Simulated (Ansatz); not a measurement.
Barrier of one jump, H in TiSi2

Level of theory: DFT PBE, scalar-relativistic, plane waves, PAW (Ansatz). Settings: 420 eV cutoff, 4×4×4 k-mesh, shifted by half a step, Gaussian smearing of 0.10 eV, no spin polarisation.

Host crystal, relaxed:

```
Ti Si
1.0
     0.00000    4.13518    4.27960
     2.40387    0.00000    4.27960
     2.40387    4.13518    0.00000
Ti Si
2 4
Direct
  0.75000 0.75000 0.75000
  0.50000 0.50000 0.50000
  0.08682 0.41318 0.08682
  0.41318 0.08682 0.41318
  0.16318 0.83682 0.16318
  0.83682 0.16318 0.83682
```

In a supercell of 24 host sites, interstitial H hops to an equivalent place, moving 1.84 Å between the relaxed ends. Climbing-image nudged elastic band at fixed cell with images 0 (start) to 6 (end), the path measured over all atoms, converged to 0.05 eV/Å; the order of the saddle wasn't checked, and the small cell leaves errors of about a tenth of an eV. Zero-point motion and tunnelling, which matter for H, are left out. At the top the atom squeezes straight between two others, where symmetry can hold a band on a ridge, so a bent path, such as one by way of a neighbouring hole, may have a much lower barrier.

Supercell rows in host cell vectors: 0 1 1; 1 -2 0; 1 0 -2. H was set at (0.042, 0.700, 0.800) of the host cell.

At the relaxed start H has 1 Si at 1.80 Å, 1 Si at 1.82 Å, 1 Ti at 1.83 Å, 1 Ti at 1.85 Å, 1 Si at 2.47 Å, 1 Si at 2.50 Å, 1 Si at 2.81 Å, 1 Si at 2.88 Å.

How high is the barrier, and where does the atom pass?

0.40 eV at image 3, where H has 2 Ti at 1.68 Å, 2 Si at 2.17 Å, 2 Si at 2.22 Å, 2 Si at 3.18 Å.

Cost: 1 run of about 30 core-minutes, on Intel Xeon Platinum 8259CL (Skylake/Cascade Lake) (shared hosts).